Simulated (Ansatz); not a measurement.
# How the functional moves the response of GaAs (F-43m) (r²SCAN, PBEsol and LDA)

```
Ga As
1.0
     0.00000    2.83343    2.83343
     2.83343    0.00000    2.83343
     2.83343    2.83343    0.00000
Ga As
1 1
Direct
  0.00000 0.00000 0.00000
  0.75000 0.75000 0.75000
```

This cell (22.75 Å³ an atom) was relaxed by PAW under r²SCAN, and each functional gets its own cell relaxed so. Quantity: dielectric response and Born charges by linear response (direction means).

Runs: (1) r²SCAN, PAW on Ansatz 0.2.0's default frozen-core files (fitted under PBE), scalar-relativistic; k mesh 8×8×8, fixed occupations, cutoff 500 eV. (2) PBEsol, PAW on Ansatz 0.2.0's default frozen-core files (fitted under PBE), scalar-relativistic; k mesh 8×8×8, fixed occupations, cutoff 420 eV. (3) LDA, PAW on Ansatz 0.2.0's default frozen-core files (fitted under PBE), scalar-relativistic; k mesh 8×8×8, fixed occupations, cutoff 420 eV.

Under r²SCAN: ε∞ = 11.63, largest |Z*| = 2.15 e, ε₀ = 13.6.

Question: Which way does PBEsol move the volume, and by how much?

Answer: a = 5.658 Å, 22.65 Å³ an atom: 0.4 % smaller.

Question: What does PBEsol give for these quantities?

Answer: 

```json
{"quantity": "ε∞", "r²SCAN": "11.63", "PBEsol": "14.26", "change": "+23 %"}
{"quantity": "largest |Z*|", "r²SCAN": "2.15 e", "PBEsol": "2.12 e", "change": "-1 %"}
{"quantity": "ε₀", "r²SCAN": "13.6", "PBEsol": "16.2", "change": "+19 %"}
```

Question: Which way does LDA move the volume, and by how much?

Answer: a = 5.603 Å, 21.99 Å³ an atom: 3.4 % smaller.

Question: What does LDA give for these quantities?

Answer: 

```csv
quantity,r²SCAN,LDA,change
ε∞,11.63,14.00,+20 %
largest |Z*|,2.15 e,2.06 e,-4 %
ε₀,13.6,15.8,+16 %
```

Caveats: frozen-core PAW files fitted under PBE, their cores solved anew for the functional of the run; zone-boundary modes aren't tested; field response not resolved by the mesh.
